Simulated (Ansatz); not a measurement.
**How BaF2 answers to pressure**

```cif
data_structure
_symmetry_space_group_name_H-M 'Fm-3m'
_symmetry_Int_Tables_number 225
_cell_length_a 6.2001
_cell_length_b 6.2001
_cell_length_c 6.2001
_cell_angle_alpha 90.000
_cell_angle_beta 90.000
_cell_angle_gamma 90.000
_cell_volume 238.34
loop_
_atom_site_label
_atom_site_type_symbol
_atom_site_symmetry_multiplicity
_atom_site_Wyckoff_symbol
_atom_site_fract_x
_atom_site_fract_y
_atom_site_fract_z
_atom_site_occupancy
Ba1 Ba 4 a 0.00000 0.00000 0.00000 1
F1 F 8 c 0.25000 0.75000 0.75000 1
```

The runs use the primitive cell with vectors (0.000, 3.100, 3.100), (3.100, 0.000, 3.100), (3.100, 3.100, 0.000) Å, to which the k mesh refers.

Symmetry: Fm-3m, No. 225, cubic system. The conventional cell has a = 6.200 Å, b = 6.200 Å, c = 6.200 Å, α = 90.00°, β = 90.00°, γ = 90.00°. Around Ba (site symmetry m-3m) lie 8 F at 2.68 Å. F (site symmetry -43m) has 4 Ba at 2.68 Å as nearest neighbours.

The cell comes from COD entry 9009004, which wasn't checked; take it as a given geometry.

Spin–orbit coupling is left out, though it moves levels of the heavy atoms by tenths of an eV or more.

These are results of DFT, LDA, all-electron LAPW, scalar-relativistic (Ansatz 0.2.0), not measurements.

Settings: a Γ-centred 8×8×8 k mesh, Fermi–Dirac smearing of 0.01 eV, basis error target 1 meV/atom, no spin polarisation.

The cell is scaled evenly with fractional coordinates held. Semilocal gaps are too small, but their slopes usually carry over better; a slope of a few tenths of an eV per unit of ln V is near zero and can change sign within a few per cent of volume.

```json
{"V/V(cell)": "0.9400", "P (GPa)": "-0.99", "gap on the k mesh (eV)": "6.699"}
{"V/V(cell)": "0.9800", "P (GPa)": "-3.51", "gap on the k mesh (eV)": "6.528"}
{"V/V(cell)": "1.0000", "P (GPa)": "-4.56", "gap on the k mesh (eV)": "6.445"}
{"V/V(cell)": "1.0100", "P (GPa)": "-5.03", "gap on the k mesh (eV)": "6.404"}
```

Q: From the rows at 0.9800 and 1.0100, what is the bulk modulus at the cell's volume?

A: B = −ΔP/Δln V = −[(-5.03) − (-3.51)]/0.03015 = 50.4 GPa. This is the modulus at -4.56 GPa, not at zero pressure.

Q: What are the gap's volume deformation potential and pressure coefficient?

A: dEg/dln V = (6.404 − 6.528)/0.03015 = -4.11 eV, and dEg/dP = −(dEg/dln V)/B = 82 meV/GPa: pressure widens the gap.

Q: Predict the row at V/V(cell) = 1.0400. How far is a linear estimate of P off?

A: P = -6.28 GPa, gap 6.282 eV. The linear estimate P(cell) − B ln(V/V(cell)) = -6.54 GPa misses by 0.26 GPa, since the modulus falls on expansion.
